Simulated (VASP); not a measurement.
# GaSe (P6_3/mmc) in VASP: settings compared, part 2 of 2

VASP 6.6.1.

**3. Dielectric tensor, PBE+D3(BJ)**

The input, INCAR:

```
SYSTEM = GaSe
PREC = Accurate
ENCUT = 600
EDIFF = 1E-8
ISMEAR = 0
SIGMA = 0.03
LREAL = .FALSE.
LASPH = .TRUE.
NELM = 80
ALGO = Normal
ISIF = 2
LWAVE = .FALSE.
LCHARG = .FALSE.
GGA = PE
IVDW = 12
LEPSILON = .TRUE.
KPAR = 2
```

The input, KPOINTS:

```
Automatic mesh
0
G
  12 12 3
  0 0 0
```

The input, POSCAR:

```
GaSe                                    
1.0
    3.7709714957      0.0000000000      0.0000000000
   -1.8854857479      3.2657571122      0.0000000000
    0.0000000000      0.0000000000     15.9666916064
  Ga              Se            
     4     4
Direct
     0.3333333332999970    0.6666666667000030    0.1734623021079287
     0.6666666667000030    0.3333333332999970    0.6734623021079287
     0.3333333332999970    0.6666666667000030    0.3265376978920713
     0.6666666667000030    0.3333333332999970    0.8265376978920713
     0.3333333332999970    0.6666666667000030    0.5995067362780020
     0.6666666667000030    0.3333333332999970    0.0995067362780020
     0.3333333332999970    0.6666666667000030    0.9004932637219980
     0.6666666667000030    0.3333333332999970    0.4004932637219980
```

Potentials or basis: VASP PAW PBE potentials, release 64 (Ga_d, Se).

Started as:

```bash
$ cat potpaw_PBE.64/Ga_d/POTCAR potpaw_PBE.64/Se/POTCAR > POTCAR
$ mpirun -np 2 vasp_std > vasp.out
```

OUTCAR:

```text
SYSTEM = GaSe
   PREC = Accurate
   ENCUT = 600
   EDIFF = 1E-8
   ISMEAR = 0
   LREAL = .FALSE.
   LASPH = .TRUE.
   NELM = 80
   ISIF = 2
   GGA = PE
   IVDW = 12
   LEPSILON = .TRUE.
 IVDW          = 12

 ion  position               nearest neighbor table
   1  0.333  0.667  0.173-   3 2.44   6 2.48   6 2.48   6 2.48
   2  0.667  0.333  0.673-   4 2.44   5 2.48   5 2.48   5 2.48
   3  0.333  0.667  0.327-   1 2.44   8 2.48   8 2.48   8 2.48
   4  0.667  0.333  0.827-   2 2.44   7 2.48   7 2.48   7 2.48
   5  0.333  0.667  0.600-   2 2.48   2 2.48   2 2.48
   6  0.667  0.333  0.100-   1 2.48   1 2.48   1 2.48
   7  0.333  0.667  0.900-   4 2.48   4 2.48   4 2.48
   8  0.667  0.333  0.400-   3 2.48   3 2.48   3 2.48

  LATTYP: Found a hexagonal cell.
 ALAT       =     3.7709714957
 C/A-ratio  =     4.2341056210

  Lattice vectors:

 A1 = (   3.7709714957,   0.0000000000,   0.0000000000)
[... 1450 lines left out ...]
  y     0.00000     0.00000     0.00000     0.00000     0.00000     0.00000
  z     0.00000     0.00000     0.00000     0.00000     0.00000     0.00000

 PIEZOELECTRIC TENSOR (including local field effects)  for field in x, y, z        (C/m^2)
          XX          YY          ZZ          XY          YZ          ZX
  --------------------------------------------------------------------------------
  x     0.00000     0.00000     0.00000     0.00000     0.00000     0.00000
  y     0.00000     0.00000     0.00000     0.00000     0.00000     0.00000
  z     0.00000     0.00000     0.00000     0.00000     0.00000     0.00000

 BORN EFFECTIVE CHARGES (including local field effects) (in |e|, cummulative output)
 ---------------------------------------------------------------------------------
 ion    1
    1     2.23246    -0.00000     0.00000
    2    -0.00000     2.23246    -0.00000
    3    -0.00000     0.00000     0.91928
 ion    2
    1     2.23246    -0.00000     0.00000
    2    -0.00000     2.23246     0.00000
    3     0.00000     0.00000     0.91928
 ion    3
    1     2.23246    -0.00000     0.00000
    2    -0.00000     2.23246     0.00000
    3     0.00000     0.00000     0.91928
 ion    4
    1     2.23246    -0.00000     0.00000
    2    -0.00000     2.23246     0.00000
    3    -0.00000     0.00000     0.91928
 ion    5
    1    -2.23246     0.00000     0.00000
    2     0.00000    -2.23246     0.00000
    3     0.00000     0.00000    -0.91928
 ion    6
    1    -2.23246     0.00000     0.00000
    2     0.00000    -2.23246     0.00000
    3    -0.00000     0.00000    -0.91928
 ion    7
    1    -2.23246     0.00000     0.00000
    2     0.00000    -2.23246     0.00000
    3    -0.00000     0.00000    -0.91928
 ion    8
    1    -2.23246     0.00000     0.00000
    2     0.00000    -2.23246     0.00000
    3     0.00000     0.00000    -0.91928
```

OSZICAR:

```text
N       E                     dE             d eps       ncg     rms          rms(c)
[... 12 lines left out ...]
RMM:  10    -0.364213519581E+01   -0.70198E-03   -0.81773E-04  6215   0.134E-02    0.348E-03
RMM:  11    -0.364206367584E+01    0.71520E-04    0.86134E-04  6251   0.699E-03    0.655E-04
RMM:  12    -0.364215447420E+01   -0.90798E-04    0.44648E-05  6275   0.377E-03    0.349E-04
RMM:  13    -0.364209998737E+01    0.54487E-04    0.65038E-04  6422   0.195E-03    0.128E-04
RMM:  14    -0.364207559555E+01    0.24392E-04    0.99482E-04  6806   0.137E-03    0.548E-05
RMM:  15    -0.364208905018E+01   -0.13455E-04    0.84183E-04  6510   0.121E-03    0.226E-05
RMM:  16    -0.364206930256E+01    0.19748E-04    0.10249E-03  6408   0.109E-03    0.175E-05
RMM:  17    -0.364205430601E+01    0.14997E-04    0.11739E-03  5558   0.106E-03    0.116E-05
RMM:  18    -0.364207380075E+01   -0.19495E-04    0.94709E-04  5523   0.107E-03    0.854E-06
```

stdout:

```text
POSCAR found type information on POSCAR GaSe
 POSCAR found :  2 types and       8 ions
 scaLAPACK will be used
 LDA part: xc-table for (Slater+PW92), standard interpolation
 POSCAR, INCAR and KPOINTS ok, starting setup
 FFT: planning ... GRIDC
 FFT: planning ... GRID_SOFT
 FFT: planning ... GRID
 WAVECAR not read
 entering main loop
 Linear response reoptimize wavefunctions to high precision
 Linear response G [H, r] |phi>, progress :
  Direction:   1
 Linear response G [H, r] |phi>, progress :
  Direction:   2
 Linear response G [H, r] |phi>, progress :
  Direction:   3
 Linear response to external field (no local field effect), progress :
  Direction:   1
 dielectric tensor                  component  1 :     7.850    -2.497    -0.077
 Linear response to external field (no local field effect), progress :
  Direction:   2
 dielectric tensor                  component  2 :    -2.497     9.947    -0.114
 Linear response to external field (no local field effect), progress :
  Direction:   3
 dielectric tensor                  component  3 :    -0.077    -0.114     9.429
 Linear response to external field, progress :
  Direction:   1
 dielectric tensor                  component  1 :     8.316    -1.000    -0.027
 Linear response to external field, progress :
  Direction:   2
 dielectric tensor                  component  2 :    -0.994     8.316    -0.086
 Linear response to external field, progress :
  Direction:   3
 dielectric tensor                  component  3 :    -0.068    -0.104     7.151
 Born effective charges drift removed
```

Run time: 1.6 h. Hardware: 2 MPI ranks of AMD EPYC 7R43 (Zen 3), shared host; peak memory 1.9 GiB.

What came out:

```yaml
Band_gap_on_the_k_mesh: 0.85 eV, direct
Electronic_dielectric_tensor_diagonal: 8.32, 8.32, 7.15
Born_charges_mean_of_the_diagonal: Ga +1.79; Se -1.79 e
Dispersion_energy_per_atom: -0.290 eV
```

Electronic dielectric tensor:
```
8.32 0.00 0.00
0.00 8.32 0.00
0.00 0.00 7.15
```

Born effective charge tensors (e):
atom 1, Ga
```
2.23 0.00 0.00
0.00 2.23 0.00
0.00 0.00 0.92
```
atom 2, Ga
```
2.23 0.00 0.00
0.00 2.23 0.00
0.00 0.00 0.92
```
atom 3, Ga
```
2.23 0.00 0.00
0.00 2.23 0.00
0.00 0.00 0.92
```
atom 4, Ga
```
2.23 0.00 0.00
0.00 2.23 0.00
0.00 0.00 0.92
```
atom 5, Se
```
-2.23  0.00  0.00
 0.00 -2.23  0.00
 0.00  0.00 -0.92
```
atom 6, Se
```
-2.23  0.00  0.00
 0.00 -2.23  0.00
 0.00  0.00 -0.92
```
atom 7, Se
```
-2.23  0.00  0.00
 0.00 -2.23  0.00
 0.00  0.00 -0.92
```
atom 8, Se
```
-2.23  0.00  0.00
 0.00 -2.23  0.00
 0.00  0.00 -0.92
```

Caveat: an odd mesh through Γ misses points on the zone boundary, where band edges often lie. A hybrid or GW would open this gap; PBE tends to underestimate it.

**4. Elastic constants, PBE**

This run uses another cell than the first one, of 28.51 Å³/atom, 1.160 times its volume.

The input, POSCAR:

```
GaSe
1.0
    3.8175357527      0.0000000000     -0.0000000000
   -1.9087678764      3.3060829417      0.0000000000
    0.0000000000      0.0000000000     18.0723254010
  Ga              Se
     4     4
Direct
     0.3333333332999970    0.6666666667000030    0.1816695601520449
     0.6666666667000030    0.3333333332999970    0.6816695601520449
     0.3333333332999970    0.6666666667000030    0.3183304398479551
     0.6666666667000030    0.3333333332999970    0.8183304398479551
     0.3333333332999970    0.6666666667000030    0.6166998164092446
     0.6666666667000030    0.3333333332999970    0.1166998164092446
     0.3333333332999970    0.6666666667000030    0.8833001835907554
     0.6666666667000030    0.3333333332999970    0.3833001835907554
```

The input, INCAR.step1:

```
PREC = Accurate
ENCUT = 600
EDIFF = 1E-8
ISMEAR = 0
SIGMA = 0.03
LREAL = False
LASPH = True
NELM = 80
ALGO = Normal
ISIF = 3
LWAVE = False
LCHARG = False
GGA = PE
KPAR = 2
IBRION = 2
NSW = 40
EDIFFG = -0.002
```

The input, INCAR.step2:

```
PREC = Accurate
ENCUT = 600
EDIFF = 1E-8
ISMEAR = 0
SIGMA = 0.03
LREAL = False
LASPH = True
NELM = 80
ALGO = Normal
ISIF = 3
LWAVE = False
LCHARG = False
GGA = PE
KPAR = 2
IBRION = 6
NFREE = 2
POTIM = 0.015
NSW = 1
```

The input, KPOINTS:

```
Automatic mesh
0
Gamma
  12 12 2
```

Started as:

```bash
$ cat potpaw_PBE.64/Ga_d/POTCAR potpaw_PBE.64/Se/POTCAR > POTCAR
$ cp INCAR.step1 INCAR
$ mpirun -np 2 vasp_std > vasp.out
$ cp CONTCAR POSCAR
$ cp INCAR.step2 INCAR
$ mpirun -np 2 vasp_std > vasp.out
```

Wall time 1.6 h (2 MPI ranks of Intel Xeon 6975P-C (Granite Rapids), shared host); peak memory 2.3 GiB.

It converged, with:

* Voigt bulk modulus: 21 GPa
* Highest phonon frequency at Γ, LO-TO splitting left out: 293 cm⁻¹

Phonon frequencies in cm⁻¹ (negative: imaginary):
| q point | frequencies |
| --- | --- |
| (0.000, 0.000, 0.000) | -8 -8 0 0 0 10 53 53 53 53 120 121 193 193 193 193 198 198 198 198 230 235 293 293 |

Elastic tensor in Voigt notation (GPa, in the Cartesian axes of the cell as first typed):
```
76 17  1  0  0  0
17 76  1  0  0  0
 1  1  2  0  0  0
 0  0  0  0  0  0
 0  0  0  0  0  0
 0  0  0  0  0 30
```

Clamped-ion elastic tensor (GPa):
```
97 27 20  0  0  0
27 97 20  0  0  0
20 20 86  0  0  0
 0  0  0 35  0  0
 0  0  0  0 35  0
 0  0  0  0  0 35
```

Caveat: this functional lacks dispersion, which binds the layers, so the pressure and a relaxed spacing across them are unreliable.

**5. Band structure, PBE**

The input, INCAR:

```
PREC = Accurate
ENCUT = 520
EDIFF = 1E-7
ISMEAR = 0
SIGMA = 0.03
LREAL = F
LASPH = T
NELM = 80
ALGO = Fast
ISIF = 2
LWAVE = F
LCHARG = F
GGA = PE
KPAR = 4
```

The input, KPOINTS:

```
regular mesh
0
Gamma
  12 12 2
```

The input, POSCAR:

```
GaSe                                    
1.0
    3.7709714895     -0.0000000000      0.0000000000
   -1.8854857447      3.2657571068     -0.0000000000
    0.0000000000      0.0000000000     15.9666906441
  Ga              Se            
     4     4
Direct
     0.3333333332999970    0.6666666667000030    0.1734622962948735
     0.6666666667000030    0.3333333332999970    0.6734622962948734
     0.3333333332999970    0.6666666667000030    0.3265377037051265
     0.6666666667000030    0.3333333332999970    0.8265377037051266
     0.3333333332999970    0.6666666667000030    0.5995067271578944
     0.6666666667000030    0.3333333332999970    0.0995067271578945
     0.3333333332999970    0.6666666667000030    0.9004932728421056
     0.6666666667000030    0.3333333332999970    0.4004932728421055
```

The input, KPOINTS_OPT:

```
explicit points
168
Reciprocal
 0.0000000000  0.0000000000  0.0000000000 1
 0.0555555556  0.0000000000  0.0000000000 1
 0.1111111111  0.0000000000  0.0000000000 1
 0.1666666667  0.0000000000  0.0000000000 1
 0.2222222222  0.0000000000  0.0000000000 1
 0.2777777778  0.0000000000  0.0000000000 1
[... 160 lines left out ...]
 0.5000000000  0.0000000000  0.0886755600 1
 0.5000000000  0.0000000000 -0.0886755600 1
```

Started as:

```bash
$ cat potpaw_PBE.64/Ga_d/POTCAR potpaw_PBE.64/Se/POTCAR > POTCAR
$ mpirun -np 4 vasp_std > vasp.out
```

It took 4.1 min on 4 MPI ranks of Intel Xeon 6975P-C (Granite Rapids), shared host; peak memory 0.62 GiB.

Results (log left out):

* Free energy: -30.2355 eV
* Pressure: 2.0 GPa
* Largest force: 0.014 eV/Å
* Band gap on the k mesh: 0.85 eV, direct
* Band gap along the path: 0.85 eV, direct

Forces on the atoms (eV/Å):
```
Ga   0.000  0.000 -0.014
Ga   0.000  0.000 -0.014
Ga   0.000  0.000  0.014
Ga   0.000  0.000  0.014
Se   0.000  0.000  0.008
Se   0.000  0.000  0.008
Se   0.000  0.000 -0.008
Se   0.000  0.000 -0.008
```

Stress tensor (GPa, compression positive):
```
1.98 0.00 0.00
0.00 1.98 0.00
0.00 0.00 2.11
```

Levels at the corners of the path, in eV from the valence-band top:
| point | band 36 | band 37 | band 38 | band 39 | band 40 | band 41 |
| --- | --- | --- | --- | --- | --- | --- |
| Γ | -1.20 | -1.20 | 0.00 | 0.85 | 1.86 | 2.12 |
| M | -2.36 | -2.28 | -1.85 | 1.01 | 1.25 | 1.79 |
| M | -2.36 | -2.28 | -1.85 | 1.01 | 1.25 | 1.79 |
| K | -2.30 | -2.24 | -2.24 | 1.43 | 2.05 | 2.58 |
| K | -2.30 | -2.24 | -2.24 | 1.43 | 2.05 | 2.58 |
| Γ | -1.20 | -1.20 | 0.00 | 0.85 | 1.86 | 2.12 |
| Γ | -1.20 | -1.20 | 0.00 | 0.85 | 1.86 | 2.12 |
| A | -1.24 | -0.90 | -0.90 | 1.51 | 1.51 | 2.17 |
| A | -1.24 | -0.90 | -0.90 | 1.51 | 1.51 | 2.17 |
| L | -2.43 | -2.16 | -2.16 | 1.35 | 1.35 | 1.57 |
| L | -2.43 | -2.16 | -2.16 | 1.35 | 1.35 | 1.57 |
| H | -2.70 | -1.96 | -1.96 | 1.69 | 1.69 | 2.43 |
| H | -2.70 | -1.96 | -1.96 | 1.69 | 1.69 | 2.43 |
| A | -1.24 | -0.90 | -0.90 | 1.51 | 1.51 | 2.17 |
| L | -2.43 | -2.16 | -2.16 | 1.35 | 1.35 | 1.57 |
| M | -2.36 | -2.28 | -1.85 | 1.01 | 1.25 | 1.79 |
| K | -2.30 | -2.24 | -2.24 | 1.43 | 2.05 | 2.58 |
| H | -2.70 | -1.96 | -1.96 | 1.69 | 1.69 | 2.43 |

Caveat: this functional lacks dispersion, which binds the layers, so the pressure and a relaxed spacing across them are unreliable. As with any semilocal functional, this PBE gap is likely too small.

**6. Band structure, LDA**

INCAR: that of step 5 with these lines changed.

```diff
@@ -12,3 +12,3 @@
 LCHARG = F
-GGA = PE
+GGA = CA
 KPAR = 4
```

KPOINTS is that of step 5.

POSCAR is that of step 5.

KPOINTS_OPT is that of step 5.

Potentials or basis: VASP PAW LDA potentials, release 64 (Ga_d, Se).

Started as:

```bash
$ cat potpaw_LDA.64/Ga_d/POTCAR potpaw_LDA.64/Se/POTCAR > POTCAR
$ mpirun -np 4 vasp_std > vasp.out
```

Run time: 3.9 min. Hardware: 4 MPI ranks of Intel Xeon 6975P-C (Granite Rapids), shared host; peak memory 0.56 GiB.

The run converged. Its results:

```yaml
Free_energy: -35.3368 eV
Pressure: -2.6 GPa
Largest_force: 0.306 eV/Å
Band_gap_on_the_k_mesh: 0.64 eV, direct
Band_gap_along_the_path: 0.64 eV, direct
```

Forces in eV/Å, atoms in the order of the input:
```
Ga   0.000  0.000 -0.085
Ga   0.000  0.000 -0.085
Ga   0.000  0.000  0.085
Ga   0.000  0.000  0.085
Se   0.000  0.000  0.306
Se   0.000  0.000  0.306
Se   0.000  0.000 -0.306
Se   0.000  0.000 -0.306
```

Stress tensor (GPa, compression positive):
```
-2.65  0.00  0.00
 0.00 -2.65  0.00
 0.00  0.00 -2.45
```

Levels at the corners of the path, in eV from the valence-band top:
| point | band 34 | band 35 | band 36 | band 37 | band 38 | band 39 | band 40 | band 41 | band 42 | band 43 |
| --- | --- | --- | --- | --- | --- | --- | --- | --- | --- | --- |
| Γ | -1.33 | -1.33 | -1.20 | -1.20 | 0.00 | 0.64 | 1.72 | 1.96 | 2.08 | 3.82 |
| M | -2.59 | -2.51 | -2.37 | -2.28 | -1.88 | 0.84 | 1.12 | 1.68 | 1.70 | 3.46 |
| M | -2.59 | -2.51 | -2.37 | -2.28 | -1.88 | 0.84 | 1.12 | 1.68 | 1.70 | 3.46 |
| K | -3.14 | -2.31 | -2.31 | -2.27 | -2.27 | 1.30 | 1.96 | 2.46 | 2.46 | 3.66 |
| K | -3.14 | -2.31 | -2.31 | -2.27 | -2.27 | 1.30 | 1.96 | 2.46 | 2.46 | 3.66 |
| Γ | -1.33 | -1.33 | -1.20 | -1.20 | 0.00 | 0.64 | 1.72 | 1.96 | 2.08 | 3.82 |
| Γ | -1.33 | -1.33 | -1.20 | -1.20 | 0.00 | 0.64 | 1.72 | 1.96 | 2.08 | 3.82 |
| A | -1.24 | -1.24 | -1.24 | -0.97 | -0.97 | 1.37 | 1.37 | 2.01 | 2.01 | 3.86 |
| A | -1.24 | -1.24 | -1.24 | -0.97 | -0.97 | 1.37 | 1.37 | 2.01 | 2.01 | 3.86 |
| L | -2.55 | -2.44 | -2.44 | -2.20 | -2.20 | 1.21 | 1.21 | 1.45 | 1.45 | 3.35 |
| L | -2.55 | -2.44 | -2.44 | -2.20 | -2.20 | 1.21 | 1.21 | 1.45 | 1.45 | 3.35 |
| H | -3.00 | -2.73 | -2.73 | -1.97 | -1.97 | 1.58 | 1.58 | 2.30 | 2.30 | 3.90 |
| H | -3.00 | -2.73 | -2.73 | -1.97 | -1.97 | 1.58 | 1.58 | 2.30 | 2.30 | 3.90 |
| A | -1.24 | -1.24 | -1.24 | -0.97 | -0.97 | 1.37 | 1.37 | 2.01 | 2.01 | 3.86 |
| L | -2.55 | -2.44 | -2.44 | -2.20 | -2.20 | 1.21 | 1.21 | 1.45 | 1.45 | 3.35 |
| M | -2.59 | -2.51 | -2.37 | -2.28 | -1.88 | 0.84 | 1.12 | 1.68 | 1.70 | 3.46 |
| K | -3.14 | -2.31 | -2.31 | -2.27 | -2.27 | 1.30 | 1.96 | 2.46 | 2.46 | 3.66 |
| H | -3.00 | -2.73 | -2.73 | -1.97 | -1.97 | 1.58 | 1.58 | 2.30 | 2.30 | 3.90 |

**7. Summary**

```tsv
task	level	potentials or basis	cell	k mesh	cutoff (eV)	by perturbation theory	monkhorst-Pack mesh	ions in elastic constants	gap on the mesh (eV)	pressure (GPa)	largest force (eV/Å)
phonons	PBE+D3(BJ)	VASP PAW PBE potentials, release 64 (Ga_d, Se)	P6_3/mmc, 24.58 Å³/atom	12 × 12 × 2	600	no	-	-	-	-	-
dielectric tensor	PBE+D3(BJ)	VASP PAW PBE potentials, release 64 (Ga_d, Se)	P6_3/mmc, 24.58 Å³/atom	12 × 12 × 3	600	-	no	-	0.85	-	-
elastic constants	PBE	VASP PAW PBE potentials, release 64 (Ga_d, Se)	P6_3/mmc, 28.51 Å³/atom	12 × 12 × 2	600	-	-	relaxed	-	-	-
band structure	PBE	VASP PAW PBE potentials, release 64 (Ga_d, Se)	P6_3/mmc, 24.58 Å³/atom	12 × 12 × 2	520	-	-	-	0.85	2.0	0.01
band structure	LDA	VASP PAW LDA potentials, release 64 (Ga_d, Se)	P6_3/mmc, 24.58 Å³/atom	12 × 12 × 2	520	-	-	-	0.64	-2.6	0.31
```

Alike in all rows: no spin polarisation; smearing gaussian 0.03 eV.

Caveats: this functional lacks dispersion, which binds the layers, so the pressure and a relaxed spacing across them are unreliable (some runs); an odd mesh through Γ misses points on the zone boundary, where band edges often lie (some runs).

Absolute energies hang on the potentials; compare differences alone.
